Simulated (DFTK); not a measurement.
A run of DFTK 0.8.2 is set up as follows.

Contents of run.jl:

```julia
using DFTK
using PseudoPotentialData
using Unitful, UnitfulAtomic
using LinearAlgebra, Printf
include("save.jl")
disable_threading()

# lattice vectors are the columns
lattice = austrip(1u"Å") * [       2.91381            0.0            0.0;
                      0.0        2.91381            0.0;
                      0.0            0.0        2.91381]
symbols   = [:Hf]
positions = [[0.5, 0.5, 0.5]]
pseudopotentials = PseudoFamily("dojo.nc.sr.pbe.v0_4_1.standard.upf")
elements = Dict(s => ElementPsp(s, pseudopotentials) for s in unique(symbols))
atoms    = [elements[s] for s in symbols]

build_model(lattice, positions; symmetries=true) =
    model_DFT(lattice, atoms, positions;
              functionals=PBE(),
              temperature=austrip(0.05u"eV"),
              smearing=Smearing.FermiDirac(),
              kinetic_blowup=BlowupCHV(),
              symmetries)
Ecut  = 33.0  # hartree
kgrid = [6, 6, 6]
tol   = 1e-6
to_GPa = ustrip(uconvert(u"GPa", 1u"hartree/bohr^3"))

model0 = build_model(lattice, positions)
model  = model0
basis0 = PlaneWaveBasis(model; Ecut, kgrid)
display(basis0)
results["steps"] = []
previous = Ref{Any}(nothing)
n = 1
w = 3sqrt(n)  # weight of the strain variables
unpack(x) = (DFTK.voigt_strain_to_full(x[3n+1:end] / w) * lattice, [lattice \ x[3i-2:3i] for i in 1:n])

function energy_gradient(x)
    cell, pos = unpack(x)
    model = build_model(cell, pos; symmetries=model0.symmetries)
    basis = PlaneWaveBasis(model; Ecut, kgrid, basis0.fft_size)
    ρ0 = isnothing(previous[]) ? guess_density(basis) : previous[].ρ * previous[].basis.dvol / basis.dvol
    scfres = self_consistent_field(basis;
                                   tol,
                                   ρ=ρ0,
                                   nbandsalg=AdaptiveBands(model; n_bands_converge=11),
                                   callback=identity)
    previous[] = scfres
    forces = compute_forces_cart(scfres)
    G = -vcat([lattice' \ (cell' * f) for f in forces]...)
    stress = compute_stresses_cart(scfres)
    σ = stress / DFTK.voigt_strain_to_full(x[3n+1:end] / w)'
    G = vcat(G, model.unit_cell_volume * DFTK.full_stress_to_voigt((σ + σ') / 2) / w)
    @printf "step %3d  F = %.8f Ha  max force = %.5f eV/Å  p = %8.4f GPa  V = %.4f Å^3  SCF %d\n" length(results["steps"]) scfres.energies.total ustrip(auconvert(u"eV/Å", maximum(norm, forces))) (-tr(stress) / 3 * to_GPa) ustrip(auconvert(u"Å^3", model.unit_cell_volume)) scfres.n_iter
    push!(results["steps"], Dict("total" => scfres.energies.total, "cell" => rows(eachcol(cell)), "frac" => rows(pos), "forces" => rows(forces), "n_iter" => scfres.n_iter, "stress" => rows(eachrow(stress))))
    scfres.energies.total, G
end

x0 = vcat([lattice * p for p in positions]..., zeros(6))
gtol = 2e-4
function bfgs(x; maxsteps, maxmove=0.3)
    H = Matrix(0.3I, length(x), length(x))  # start Hessian, hartree/bohr^2
    _, g = energy_gradient(x)
    for step in 1:maxsteps
        maximum(abs, g) < gtol && return x, true
        λ, V = eigen(Symmetric(H))
        dx = -V * ((V' * g) ./ abs.(λ))
        dx *= min(1, maxmove / maximum(abs, dx))
        x += dx
        _, gnew = energy_gradient(x)
        dg, Hdx = gnew - g, H * dx
        H += dg * dg' / dot(dg, dx) - Hdx * Hdx' / dot(dx, Hdx)
        g = gnew
    end
    x, maximum(abs, g) < gtol
end
x, relaxed = bfgs(x0; maxsteps=30)
println(relaxed ? "Gradient converged" : "Stopped without reaching the gradient tolerance")
scfres = previous[]
cell, pos = unpack(x)
println("Final lattice vectors (Å)")
display(round.(ustrip.(auconvert.(u"Å", cell')); digits=6))
println("Final reduced positions")
foreach((s, p) -> println(s, "  ", round.(p; digits=6)), symbols, pos)
results["relaxed"] = relaxed
display(scfres.energies)
@printf "Fermi level: %.6f eV\n" ustrip(auconvert(u"eV", something(scfres.εF, NaN)))
forces = compute_forces_cart(scfres)
println("Forces (eV/Å)")
for (s, f) in zip(symbols, forces)
    @printf "%-3s %12.6f %12.6f %12.6f\n" s ustrip.(auconvert.(u"eV/Å", f))...
end
stress = compute_stresses_cart(scfres)
println("Stress (GPa)")
display(round.(stress * to_GPa; digits=4))
println("Levels at the first k-point (eV): ", round.(ustrip.(auconvert.(u"eV", scfres.eigenvalues[1][1:scfres.n_bands_converge])); digits=4))
save_scf!(scfres; forces, stress)
```

Potentials or basis: dojo.nc.sr.pbe.v0_4_1.standard.upf (PBE).

Command:

```console
$ julia --threads=1 run.jl  # save.jl only writes the numbers to a file and isn't shown; printed stress counts tension as positive; times include loading and compiling
```

What does it give for the relaxed cell?

a = 2.928 Å, b = 2.928 Å, c = 2.928 Å, α = 90.00°, β = 90.00°, γ = 90.00°.

Predict the band gap on the k mesh.

none (metal or under the smearing width).

Step by step:
```tsv
step	energy change (eV)	largest force (eV/Å)	pressure (GPa)	volume (Å³)
1	0.0000	0.0000	0.96	24.74
2	-0.0007	0.0000	0.55	24.89
3	-0.0011	0.0000	0.00	25.09
```

The run has no spin-orbit coupling, so splittings on Hf are missing.
